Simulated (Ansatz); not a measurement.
# C (Graphite 2H): the cost of one run

Method: DFT PBEsol, all-electron LAPW, scalar-relativistic unless said, in Ansatz 0.2.0.

The COD entry's cell or inner coordinates are ideal or old and differ from later refinements, so a difference from it is no clean test against experiment.

1 further run of the same task is left out (it didn't finish). Runs told in other sessions of the task aren't counted.

**1. The system as given**

The structure is hexagonal, space group P6_3/mmc (No. 194). Conventional cell: a = 2.459 Å, b = 2.459 Å, c = 7.247 Å, α = 90.00°, β = 90.00°, γ = 120.00°. Around C (site symmetry -6m2) lie 3 C at 1.42 Å.

As a file:

```cif
data_structure
_symmetry_space_group_name_H-M 'P6_3/mmc'
_symmetry_Int_Tables_number 194
_cell_length_a 2.4589
_cell_length_b 2.4589
_cell_length_c 7.2473
_cell_angle_alpha 90.000
_cell_angle_beta 90.000
_cell_angle_gamma 120.000
_cell_volume 37.95
loop_
_atom_site_label
_atom_site_type_symbol
_atom_site_symmetry_multiplicity
_atom_site_Wyckoff_symbol
_atom_site_fract_x
_atom_site_fract_y
_atom_site_fract_z
_atom_site_occupancy
C1 C 2 b 0.00000 0.00000 0.75000 1
C2 C 2 d 0.33333 0.66667 0.75000 1
```

Cartesian axes are those of the input's lattice vectors. The structure goes back to a database entry.

**2. Reference run, LAPW**

Input file input.yaml:

```yaml
crystal:
  lattice:
    - [2.4588679805, 0.0, 0.0]
    - [-1.22943399025, 2.12944213566, 0.0]
    - [0.0, 0.0, 7.24729109947]
  atoms:
    - { symbol: C, position: [0.0, 0.0, 0.002500141136] }
    - { symbol: C, position: [0.0, 0.0, 0.502500141136] }
    - { symbol: C, position: [0.333333333333, 0.666666666667, 0.002499858864] }
    - { symbol: C, position: [0.666666666667, 0.333333333333, 0.502499858864] }
kpoints:
  mp_grid: { grid: [10, 10, 4] }
scf:
  occupations: { method: fixed }
hamiltonian:
  xc: pbesol
  pseudopotentials: { kind: all_electron, lapw: { basis_error: 0.001 } }
phonons:
  supercell: [1, 1, 1]
```

The run is started by

```console
$ ansatz run input.yaml --threads 1 --pin off --max-ram 3072MiB --backend cpu --events-out ev --progress --plain --runs-dir out
```

Q: Estimate wall time and peak memory on 1 thread of Arm Neoverse V1, shared host.

About 5.2 min, with a peak of 0.57 GiB.
